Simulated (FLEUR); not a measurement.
Input of a FLEUR MaX-R8.1 (later development tree) run:

The input inp.xml:

```xml
<?xml version="1.0" encoding="UTF-8" standalone="no"?>
<fleurInput fleurInputVersion="0.39">
   <comment>
      MnS                                                                                                 
   </comment>
   <calculationSetup>
      <cutoffs Kmax="5.76" Gmax="17.9" GmaxXC="17.9" numbands="0"/>
      <scfLoop itmax="60" minDistance="0.00001" maxIterBroyd="15" imix="Anderson" alpha="0.05" precondParam="0.0" spinf="2.0" sdNocoIR="T"/>
      <coreElectrons ctail="T" frcor="F" kcrel="0" coretail_lmax="0"/>
      <xcFunctional name="PBEs" relativisticCorrections="F"/>
      <magnetism jspins="2"/>
      <soc l_soc="F" theta="0.0" phi="0.0" spav="F"/>
      <expertModes spex="0" secvar="F"/>
      <geometryOptimization l_f="T" forcealpha="1.0" forcemix="BFGS" epsdisp="0.0005" epsforce="0.0002"/>
      <ldaU l_linMix="F" mixParam="0.05" spinf="1.0"/>
   </calculationSetup>
   <cell>
      <bzIntegration valenceElectrons="21.0" mode="hist" fermiSmearingEnergy="0.00183747">
         <kPointListSelection listName="default-1"/>
         <!-- k-points included here -->
         <xi:include xmlns:xi="http://www.w3.org/2001/XInclude" href="kpts.xml"> </xi:include>
      </bzIntegration>
      <!-- symmetry operations included here -->
      <xi:include xmlns:xi="http://www.w3.org/2001/XInclude" href="sym.xml"> </xi:include>
      <bulkLattice scale="1.0">
         <bravaisMatrix>
            <row-1>    0.0000000000000000     4.6741684413157083     4.6741684413157083</row-1>
            <row-2>    4.6741684413157083     0.0000000000000000     4.6741684413157083</row-2>
            <row-3>    4.6741684413157083     4.6741684413157083     0.0000000000000000</row-3>
         </bravaisMatrix>
      </bulkLattice>
   </cell>
   <atomSpecies>
      <species name="Manganese 4.000" element="Mn" atomicNumber="25">
         <mtSphere radius="1.93" gridPoints="659" logIncrement="0.018"/>
         <atomicCutoffs lmax="8" lnonsphr="8"/>
         <electronConfig flipSpins="F">
            <coreConfig>(1s1/2) (2s1/2) (2p1/2) (2p3/2)</coreConfig>
            <valenceConfig>(3s1/2) (3p1/2) (3p3/2) (4s1/2) (3d3/2) (3d5/2)</valenceConfig>
            <stateOccupation state="(3d3/2)" spinUp="1.5" spinDown="0.5"/>
            <stateOccupation state="(3d5/2)" spinUp="3.0" spinDown="0.0"/>
         </electronConfig>
         <energyParameters s="4" p="4" d="3" f="4"/>
         <lo type="SCLO" l="0" n="3" eDeriv="0"/>
         <lo type="SCLO" l="1" n="3" eDeriv="0"/>
         <lo type="SCLO" l="1" n="3" eDeriv="1"/>
         <lo type="SCLO" l="2" n="3" eDeriv="2"/>
         <lo type="SCLO" l="3" n="4" eDeriv="2"/>
      </species>
      <species name="Sulfur (S)" element="S" atomicNumber="16">
         <mtSphere radius="1.7" gridPoints="583" logIncrement="0.02"/>
         <atomicCutoffs lmax="8" lnonsphr="8"/>
         <electronConfig flipSpins="F">
            <coreConfig>(1s1/2) (2s1/2) (2p1/2) (2p3/2)</coreConfig>
            <valenceConfig>(3s1/2) (3p1/2) (3p3/2)</valenceConfig>
            <stateOccupation state="(3p1/2)" spinUp="0.666667" spinDown="0.666667"/>
            <stateOccupation state="(3p3/2)" spinUp="1.333333" spinDown="1.333333"/>
         </electronConfig>
         <energyParameters s="3" p="3" d="3" f="4"/>
         <lo type="SCLO" l="0" n="3" eDeriv="2"/>
         <lo type="SCLO" l="1" n="3" eDeriv="2"/>
         <lo type="SCLO" l="2" n="3" eDeriv="2"/>
         <lo type="SCLO" l="3" n="4" eDeriv="2"/>
      </species>
   </atomSpecies>
   <atomGroups>
      <atomGroup species="Manganese 4.000">
         <relPos label="                   1">.0000000000 .0000000000 .0000000000</relPos>
         <force calculate="T" relaxXYZ="TTT"/>
      </atomGroup>
      <atomGroup species="Sulfur (S)">
         <relPos label="                   2">-1.000/4.000 -1.000/4.000 -1.000/4.000</relPos>
         <force calculate="T" relaxXYZ="TTT"/>
      </atomGroup>
   </atomGroups>
   <output dos="F" band="F" slice="F">
      <checks vchk="F" cdinf="F"/>
      <bandDOS minEnergy="-.5*Htr" maxEnergy="0.5*Htr" sigma="0.015" storeEVData="T"/>
      <vacuumDOS vacdos="F" integ="F" star="F" nstars="0" locx1="0.0" locy1="0.0" locx2="0.0" locy2="0.0" nstm="0" tworkf="0.0"/>
      <unfoldingBand unfoldBand="F" supercellX="1" supercellY="1" supercellZ="1"/>
      <plotting iplot="0" polar="F">
         <plot TwoD="T" vec1="  1.0  0.0  0.0" vec2="  0.0  1.0  0.0" vec3="  0.0  0.0  1.0" zero="  0.0  0.0  0.0" file="plot"/>
      </plotting>
      <chargeDensitySlicing numkpt="0" minEigenval="0.0" maxEigenval="0.0" nnne="0" pallst="F"/>
      <specialOutput eonly="F"/>
      <moessbauerParams electricFieldGradient="T" isomerShift="T" coreHyperfine="T" valenceHyperfine="T"/>
      <magneticCircularDichroism mcd="F" energyLo="-10.0" energyUp="0.0"/>
   </output>
  <!-- We include the file relax.xml here to enable relaxations (see documentation) -->
  <xi:include xmlns:xi="http://www.w3.org/2001/XInclude" href="relax.xml"> <xi:fallback/> </xi:include>
</fleurInput>
```

Contents of crystal.txt:

```
MnS
&input cartesian=F /
0.0000000000  2.4734634191  2.4734634191
2.4734634191  0.0000000000  2.4734634191
2.4734634191  2.4734634191  0.0000000000
1.8897261246
1.0 1.0 1.0

2
25 0.0000000000  0.0000000000  0.0000000000 : 4.000
16 0.7500000000  0.7500000000  0.7500000000

&kpt div1=9 div2=9 div3=9 gamma=T /
```

Potentials or basis: all-electron, FLAPW.

Launch:

```console
$ inpgen -f crystal.txt -profile fastHighL
$ # inp.xml edited to the form shown
$ fleur_MPI
```

Q: Estimate the net moment.

A: 0.24 μB per cell.

Q: Estimate the band gap on the k mesh.

A: None (metal or under the smearing width).

Core levels (eV from the Fermi level):
```csv
atom,levels
1 Mn,"1s1/2 -6414.5, 2s1/2 -736.0, 2p1/2 -629.6, 2p3/2 -619.2"
2 S,"1s1/2 -2396.3, 2s1/2 -206.1, 2p1/2 -152.0, 2p3/2 -150.7"
```

Caveat: the moment fell far below its start of 4 μB, so a state of higher moment may lie lower in energy; semilocal functionals often make such compounds metallic where correlation or magnetic order opens a gap, which also shifts bond lengths. With open d or f shells a metallic result of PBEsol can be an artefact of self-interaction; +U or a hybrid may open a gap.
